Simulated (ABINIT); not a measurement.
Si2Ni, 3 atoms in the cell. Symmetry: Fm-3m, No. 225, cubic system. Conventional cell: a = 5.406 Å, b = 5.406 Å, c = 5.406 Å, α = 90.00°, β = 90.00°, γ = 90.00°. Ni (site symmetry m-3m) is surrounded by 8 Si at 2.34 Å. Around Si (site symmetry -43m) lie 4 Ni at 2.34 Å. 

```yaml
Program: ABINIT 10.8.3 (patched build)
Task: single point
Functional: WC
Potentials_or_basis: JTH PAW PBE v2.0
Cutoff: 1333 eV
k_mesh: 7 × 7 × 7
Occupations: fermi-dirac, width 0.05 eV
Spin: collinear spin, ferromagnetic start
Starting_moments: "[1.0, 0.0, 0.0] μB"
Fine-grid_cutoff: 2000.04 eV
```

Potentials or basis: JTH PAW PBE v2.0.

Command:

```console
$ abinit run.abi > log 2>&1
```

Hardware: 1 thread of Intel(R) Xeon(R) Platinum 8259CL CPU @ 2.50GHz (Skylake/Cascade Lake) (shared host).

Task: How long does it take, and how much memory?

Result: Run time: 6.8 min on 1 thread of Intel(R) Xeon(R) Platinum 8259CL CPU @ 2.50GHz (Skylake/Cascade Lake), with other jobs on the host, peak memory 0.31 GiB. Counts: scf iterations 33, mpi ranks 1, k points 20, bands 18, plane waves 4390.
